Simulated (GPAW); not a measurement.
SiC (Moissanite):

```xyz
4
Lattice="3.0760 0.0000 0.0000 -1.5380 2.6639 0.0000 0.0000 0.0000 5.0480" Properties=species:S:1:pos:R:3 pbc="T T T"
Si    1.5380    0.8880    2.5240
Si    0.0000    1.7759    0.0000
C     1.5380    0.8880    4.4675
C     0.0000    1.7759    1.9435
```

- Program: GPAW 26.7.0
- Task: relaxation of cell and atoms
- Functional: RPBE
- Potentials or basis: the program's PAW data sets (release 1.2.1) made for this functional
- Cutoff: 800 eV
- Basis: pw
- k mesh: 7 × 7 × 4
- Occupations: fermi-dirac, width 0.05 eV
- Spin: no spin polarisation

At the start: pressure 8.3 GPa; volume 10.34 Å³/atom.

Question: Where does the relaxation end?

Answer: Over 7 steps the energy falls by 19.1 meV/atom and the volume is 10.72 Å³/atom (+3.7 %); space group P6_3mc (No. 186, to 0.05 Å).

Step by step:
```tsv
step	energy change (eV)	largest force (eV/Å)	pressure (GPa)	volume (Å³)
1	0.0000	0.7759	8.26	41.36
2	-0.0387	0.4104	6.72	41.60
3	-0.0644	0.1626	3.86	42.11
4	-0.0687	0.1401	2.97	42.28
5	-0.0763	0.0058	0.05	42.87
6	-0.0763	0.0015	-0.01	42.88
7	-0.0763	0.0040	-0.03	42.89
```

Final structure:
```
Si C
1.0
     3.11396    0.00000    0.00000
    -1.55698    2.69677    0.00000
     0.00000    0.00000    5.10718
Si C
2 2
Direct
  0.66667 0.33333 0.50452
  0.33333 0.66667 0.00452
  0.66667 0.33333 0.88048
  0.33333 0.66667 0.38048
```

Caveat: later steps reuse the first step's grids.
